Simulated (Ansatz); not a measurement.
# MoS2 (P-3m1) in Ansatz: further runs

Runs on MoS2. Level: PBE. Tasks: single point.

Everything below comes from runs of Ansatz 0.2.0. Logs are shortened: lines on timing, memory, paths and dates and some standing lists are left out, and cuts for length are marked.

## Step 1: The crystal as given

The structure is trigonal, space group P-3m1 (No. 164). The conventional cell has a = 3.227 Å, b = 3.227 Å, c = 6.312 Å, α = 90.00°, β = 90.00°, γ = 120.00°. Mo (site symmetry -3m) has 6 S at 2.42 Å as nearest neighbours. Around S (site symmetry 3m) lie 3 Mo at 2.42 Å.

Measurements of this composition are mostly on another form, of space group No. 194.

## Step 2: Single point, PBE

Contents of input.yaml:

```yaml
crystal:
  lattice:
    - [3.2274645616, 0.0, 0.0]
    - [-1.6137322808, 2.7950663001, 0.0]
    - [0.0, 0.0, 6.31247342]
  atoms:
    - { symbol: Mo, position: [0.0, 0.0, 0.5] }
    - { symbol: S, position: [0.6666666667, 0.3333333333, 0.74468068] }
    - { symbol: S, position: [0.3333333333, 0.6666666667, 0.25531932] }
hamiltonian:
  xc: pbe
  pseudopotentials: { kind: paw }
kpoints:
  mp_grid: { grid: [9, 9, 4] }
scf:
  occupations: { method: gaussian, width: 0.019 }
output:
  forces: true
  stress: true
  eigenvalues: true
```

Potentials or basis: Ansatz PAW.

On the command line:

```
$ ansatz run input.yaml --threads 2 --pin off --max-ram 5632MiB --backend cpu --events-out ev --progress --plain --runs-dir out
```

Output:

```text
Warning: RAYON_NUM_THREADS=2 ignored (pool sized by the plan → 2); use --threads N
Engine: ansatz 0.2.0, x86_64-unknown-linux-gnu
Pseudopotentials: kind: paw
Pseudopotential: Mo, paw, valence charge 14, recommended cutoff 420 eV (normal), Mo.paw.azcp
Pseudopotential: S, paw, valence charge 6, recommended cutoff 420 eV (normal), S.paw.azcp
Functional definition: PBE
  parameter kappa = 0.804
  parameter beta = 0.06672455060314922
  exchange = pbe_x(kappa = kappa, mu = beta*pi^2/3)
  correlation = pbe_c(beta = beta)
Crystal: 3 atoms, lattice volume = 56.945 Å³
Basis set: ecut = 420 eV, 1137 PW (Γ), exchange–correlation on 48×48×90 points (8 copies of the dense FFT grid, shifted against one another)
Bands: 17, of which v1, the nominal top of the filled ones, is band 13 counted from 1 (12 counted from 0)
Symmetry: 12 space group operations
Space group: P-3m1 (ITA 164), of the structure as read, at distance tolerance 3.8e-5 Å
k-points: 43 of 324
Non-local potential: Mo, projectors of the file, l = 0: 3, l = 1: 2, l = 2: 2, l = 3: 1
Non-local potential: S, projectors of the file, l = 0: 2, l = 1: 2, l = 2: 2
PAW form: soft (Blöchl's): semilocal exchange-correlation on the pseudo side does not see the compensation charge
PAW one-centre angular grid: Mo, 590 points (default); XC on 64 Gauss nodes
PAW one-centre angular grid: S, 110 points (default); XC on 64 Gauss nodes
Initial density: superposition of atomic densities (neutral atoms: chi_scale 0, normalization atom), corrected by the library's trained network
Initial wavefunctions: pseudopotential atomic-orbital guess
Functional: x = pbe(κ = 0.804, μ = 0.2195149727645171), c = pbe(β = 0.06672455060314922)
SCF iter   1: F=—  HF=-6761.973713 eV  |F-HF|=—  |Δ(HF+E_count)|=         —  Δρ=5.91e-3  dr2=1.62e-2  ethr=1.77e-3  ⟨swp⟩=6.1  Hψ=4067  notcnv=0
preconditioner: auto → LDOS  [metal: Δε(μ)=0.012 eV  Ē_g=7.829 eV  σ=0.019 eV  W_gap=0.35  n_scr=10 (ndim 8)  ℏωp=20.9 eV  f_vac=0.025  D(μ)=3.41/eV (n_scr^D=36)  β→1.0]
SCF iter   2: F=—  HF=-6761.972471 eV  |F-HF|=—  |Δ(HF+E_count)|=   1.24e-3  Δρ=2.76e-3  dr2=2.87e-3  ethr=6.24e-5  ⟨swp⟩=2.1  Hψ=1679  notcnv=0  defer=3
SCF iter   3: F=—  HF=-6761.971514 eV  |F-HF|=—  |Δ(HF+E_count)|=   9.57e-4  Δρ=4.00e-4  dr2=1.76e-4  ethr=1.10e-5  ⟨swp⟩=2.0  Hψ=1353  notcnv=0  defer=3
SCF iter   4: F=—  HF=-6761.971506 eV  |F-HF|=—  |Δ(HF+E_count)|=   8.01e-6  Δρ=1.54e-4  dr2=1.99e-5  ethr=6.77e-7  ⟨swp⟩=2.0  Hψ=1008  notcnv=0  defer=3
SCF iter   5: F=—  HF=-6761.971410 eV  |F-HF|=—  |Δ(HF+E_count)|=   9.62e-5  Δρ=4.54e-5  dr2=2.33e-6  ethr=7.65e-8  ⟨swp⟩=2.1  Hψ=1176  notcnv=0  defer=3
SCF iter   6: F=-6761.971409 eV  HF=-6761.971409 eV  |F-HF|=4.25e-9  |Δ(HF+E_count)|=   2.44e-7  Δρ=8.88e-6  dr2=3.88e-8  ethr=3.85e-10  ⟨swp⟩=4.0  Hψ=3095  notcnv=0
SCF 1 converged in 6 iterations: F = -6761.971409 eV  dr2 = 3.88e-8
SCF converged after 6 iterations
Free energy (F): -6761.971409 eV
Harris-Foulkes:  -6761.971409 eV  (|F-HF|=4.25e-9)
Internal energy: -6761.970850 eV  (E = F + TS)
E sigma→0 (E₀):  -6761.971130 eV
Entropy (-TS):   -0.000560 eV (-0.187 meV/atom)
Fermi energy:    10.100513 eV
--- Per-component energies (eV) ---
  E_band       = -179.821336
  E_kinetic    = 654.513221
  E_local      = -2090.339653  (includes V_loc(G=0)·N_el)
  E_nonlocal   = 199.449855
  E_hartree    = 806.866650
  E_xc         = -377.634718
  E_vxc        = -403.825974  (∫ρ·V_xc dr)
  E_paw        = -4401.544851  (= ΣΔE_a)
  E_vpaw       = -153.358173  (= ΣTr[D̂ρ^β])
  E_aug_tail   = 0.000047  (compensation charges beyond the density's cutoff)
  E_ewald      = -1553.281402
  E_smearing   = -0.000560  (= −TS)
  E_closure    = -0.000000  (closes the sum)
  Σ components = -6761.971409   (vs F -6761.971409, Δ=0.00e0)
--- Forces (eV/Å), atoms counted from 1 ---
  atom   1  Mo     0.00000000     0.00000000     0.00000000
  atom   2  S      0.00000000     0.00000000     0.29768073
  atom   3  S      0.00000000    -0.00000000    -0.29768073
  max |Σ_I F_I| component: 5.78e-18 eV/Å
--- Stress (GPa, compression-positive) ---
        0.042397      -0.000000      -0.000000
        0.000000       0.042397      -0.000000
       -0.000000      -0.000000       3.077820
  P = ⅓ Tr σ = 1.0542 GPa (10.542 kbar)
--- Band table (eV; the first three rows and the last of 43) ---
  k-point 0: bands = ["-51.6717", "-25.7005", "-25.6698", "-25.6698", "-4.7212", "-3.2784", "3.4616", "6.0844", "6.0844", "8.2797", "9.0629", "9.1657", "9.1657", "9.7896", "9.7896", "13.3023", "13.3023"]
  k-point 1: bands = ["-51.6717", "-25.7005", "-25.6698", "-25.6698", "-4.6405", "-3.4150", "3.7961", "6.0891", "6.0891", "7.3018", "9.1626", "9.1626", "9.7216", "9.7557", "9.7557", "13.3799", "13.3799"]
  k-point 2: bands = ["-51.6717", "-25.7005", "-25.6698", "-25.6698", "-4.5404", "-3.5687", "4.2409", "6.0937", "6.0937", "6.5433", "9.1596", "9.1596", "9.7226", "9.7226", "10.0456", "13.4582", "13.4582"]
  k-point 42: bands = ["-51.6364", "-25.8949", "-25.8949", "-25.6269", "-2.6462", "-2.6462", "4.5708", "4.5708", "4.9252", "6.3090", "6.3090", "6.3447", "10.4848", "10.4848", "10.7493", "13.7211", "13.7211"]
```

Wall time 5 s (2 threads of Intel Xeon at 2.50GHz (Skylake/Cascade Lake), shared host); peak memory 0.36 GiB.

Results:

```
Free energy            : -6761.9714 eV
Pressure               : 1.1 GPa
Largest force          : 0.298 eV/Å
Band gap on the k mesh : none (metal or under the smearing width)
```

Forces in eV/Å, atoms in the order of the input:
```
Mo   0.000  0.000  0.000
S    0.000  0.000  0.298
S    0.000  0.000 -0.298
```

Stress tensor (GPa, compression positive):
```
0.04 0.00 0.00
0.00 0.04 0.00
0.00 0.00 3.08
```

Levels at points of the mesh, in eV from the Fermi level:
| k point | band 10 | band 11 | band 12 | band 13 | band 14 | band 15 | band 16 | band 17 |
| --- | --- | --- | --- | --- | --- | --- | --- | --- |
| (0.00, 0.00, 0.00) | -1.82 | -1.04 | -0.93 | -0.93 | -0.31 | -0.31 | 3.20 | 3.20 |
| (0.00, 0.00, -0.50) | -3.56 | -0.94 | -0.94 | -0.38 | -0.38 | -0.05 | 3.36 | 3.36 |

Caveat: this functional lacks dispersion, which binds the layers, so the pressure and a relaxed spacing across them are unreliable.

## Step 3: Single point, PBE

Edit input.yaml of step 2 so:

```diff
@@ -15,3 +15,3 @@
 scf:
-  occupations: { method: gaussian, width: 0.019 }
+  occupations: { method: gaussian, width: 0.02 }
 output:
```

Potentials or basis: Ansatz PAW.

On the command line:

```
$ ansatz run input.yaml --threads 2 --pin off --max-ram 5632MiB --backend cpu --events-out ev --progress --plain --runs-dir out
```

Wall time 5.6 s (2 threads of Intel Xeon at 2.50GHz (Skylake/Cascade Lake), shared host); peak memory 0.36 GiB.

It converged, with:

* Free energy: -6761.9714 eV
* Pressure: 1.1 GPa
* Largest force: 0.297 eV/Å
* Band gap on the k mesh: none (metal or under the smearing width)

Forces in eV/Å, atoms in the order of the input:
```
Mo   0.000  0.000  0.000
S    0.000  0.000  0.297
S    0.000  0.000 -0.297
```

Stress tensor (GPa, compression positive):
```
0.04 0.00 0.00
0.00 0.04 0.00
0.00 0.00 3.08
```

Levels at points of the mesh, in eV from the Fermi level:
```tsv
k point	band 11	band 12	band 13	band 14	band 15	band 16
(0.00, 0.00, 0.00)	-1.04	-0.93	-0.93	-0.31	-0.31	3.20
(0.00, 0.00, -0.50)	-0.94	-0.94	-0.38	-0.38	-0.05	3.36
```

Caveat: this functional lacks dispersion, which binds the layers, so the pressure and a relaxed spacing across them are unreliable.

## Step 4: Single point, PBE

Edit input.yaml of step 3 so:

```diff
@@ -15,3 +15,3 @@
 scf:
-  occupations: { method: gaussian, width: 0.02 }
+  occupations: { method: gaussian, width: 0.021 }
 output:
```

On the command line:

```
$ ansatz run input.yaml --threads 2 --pin off --max-ram 5632MiB --backend cpu --events-out ev --progress --plain --runs-dir out
```

Wall time 5.7 s (2 threads of Intel Xeon at 2.50GHz (Skylake/Cascade Lake), shared host); peak memory 0.36 GiB.

It converged, with:

```yaml
Free_energy: -6761.9715 eV
Pressure: 1.1 GPa
Largest_force: 0.297 eV/Å
Band_gap_on_the_k_mesh: none (metal or under the smearing width)
```

Forces on the atoms (eV/Å):
```
Mo   0.000  0.000  0.000
S    0.000  0.000  0.297
S    0.000  0.000 -0.297
```

Stress tensor (GPa, compression positive):
```
0.04 0.00 0.00
0.00 0.04 0.00
0.00 0.00 3.08
```

Levels at points of the mesh, in eV from the Fermi level:
```csv
k point,band 11,band 12,band 13,band 14,band 15,band 16
"(0.00, 0.00, 0.00)",-1.04,-0.93,-0.93,-0.31,-0.31,3.20
"(0.00, 0.00, -0.50)",-0.94,-0.94,-0.38,-0.38,-0.05,3.36
```

Caveat: this functional lacks dispersion, which binds the layers, so the pressure and a relaxed spacing across them are unreliable.

## Step 5: Overview

```tsv
smearing	gap on the mesh (eV)	pressure (GPa)	largest force (eV/Å)
gaussian 0.019 eV	none	1.1	0.30
gaussian 0.02 eV	none	1.1	0.30
gaussian 0.021 eV	none	1.1	0.30
```

Alike in all rows: task single point; level PBE; potentials or basis Ansatz PAW; no spin polarisation; cell as given; k mesh 9 × 9 × 4; cutoff (eV) 420.

Every run on the cell as given and a fine mesh finds a metal.

Caveats: this functional lacks dispersion, which binds the layers, so the pressure and a relaxed spacing across them are unreliable.

Total energies depend on the potentials used, so only differences within one code and one set of settings carry meaning.
